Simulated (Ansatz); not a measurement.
Computed with Ansatz, DFT PBE, scalar-relativistic, plane waves, PAW. Settings: cutoff 420 eV, Γ-centred meshes spaced at most about 0.3 Å⁻¹ (2π included), Gaussian smearing. No spin polarisation.

Each guess is relaxed in cell and atoms at zero pressure, on a coarse mesh first where it starts far from rest and then on a converged one. The steps can't lower the symmetry of the start, but it can rise. Energies are static (0 K, no zero-point motion).

Two unrelaxed guesses for HfSi₃O₈:

A.

```cif
data_structure
_symmetry_space_group_name_H-M 'P4/mmm'
_symmetry_Int_Tables_number 123
_cell_length_a 3.6517
_cell_length_b 3.6517
_cell_length_c 10.3286
_cell_angle_alpha 90.000
_cell_angle_beta 90.000
_cell_angle_gamma 90.000
_cell_volume 137.73
loop_
_atom_site_label
_atom_site_type_symbol
_atom_site_symmetry_multiplicity
_atom_site_Wyckoff_symbol
_atom_site_fract_x
_atom_site_fract_y
_atom_site_fract_z
_atom_site_occupancy
Hf1 Hf 1 a 0.00000 0.00000 0.00000 1
Si1 Si 2 h 0.50000 0.50000 0.25000 1
Si2 Si 1 b 0.00000 0.00000 0.50000 1
O1 O 4 i 0.00000 0.50000 0.12500 1
O2 O 4 i 0.50000 0.00000 0.37500 1
```

B.

```cif
data_structure
_symmetry_space_group_name_H-M 'P3m1'
_symmetry_Int_Tables_number 156
_cell_length_a 4.6018
_cell_length_b 4.6018
_cell_length_c 7.5100
_cell_angle_alpha 90.000
_cell_angle_beta 90.000
_cell_angle_gamma 120.000
_cell_volume 137.73
loop_
_atom_site_label
_atom_site_type_symbol
_atom_site_symmetry_multiplicity
_atom_site_Wyckoff_symbol
_atom_site_fract_x
_atom_site_fract_y
_atom_site_fract_z
_atom_site_occupancy
Hf1 Hf 1 a 0.00000 0.00000 0.93756 1
Si1 Si 1 c 0.66667 0.33333 0.43756 1
Si2 Si 1 c 0.66667 0.33333 0.06244 1
Si3 Si 1 a 0.00000 0.00000 0.56244 1
O1 O 3 d 0.33333 0.16666 0.00000 1
O2 O 3 d 0.83333 0.66667 0.50000 1
O3 O 1 a 0.00000 0.00000 0.75000 1
O4 O 1 c 0.66667 0.33333 0.25000 1
```

Question: Do they relax into the same structure? If not, which is lower?

Answer: No. B ends lower, by 0.99 eV/atom. A: P4/mmm at 11.5 Å³/atom → P4/mmm at 8.9 Å³/atom; B: P3m1 at 11.5 Å³/atom → P3m1 at 20.1 Å³/atom. Counting O atoms around Hf and Si (those within 1.25 times the shortest such distance or 1.15 times the sum of covalent radii, 1.27 where that leaves under three), the end of A has Hf 8, Si 8 and the end of B has Hf 4, Si 4. End of A. Conventional cell: a = 3.336 Å, c = 9.541 Å. Around Hf lie 8 O at 2.14 Å; Si on a site of symmetry 4mm has 8 O at 2.02 Å; O on its first site is surrounded by 2 Si at 2.02 Å, 2 Hf at 2.14 Å and 5 O at 2.28–2.36 Å; 2 more sites not described. End of B. Conventional cell: a = 5.468 Å, c = 9.315 Å. Hf has 4 O at 1.90–1.97 Å; Si on its first site is surrounded by 4 O at 1.62–1.65 Å; around O on a site of symmetry m lie 1 Si at 1.60 Å and 1 Hf at 1.90 Å; 5 more sites not described.

Cells without such a test can be saddle points. Shaken at random and relaxed again, the end of B falls into a cell with space group P1 (No. 1), 37 meV/atom lower and the lowest form computed, so it is a saddle point or a shallow minimum. These runs have no spin–orbit coupling, which can matter for Hf. Some types were kept out of the candidates beforehand, so the set may lack a known form.
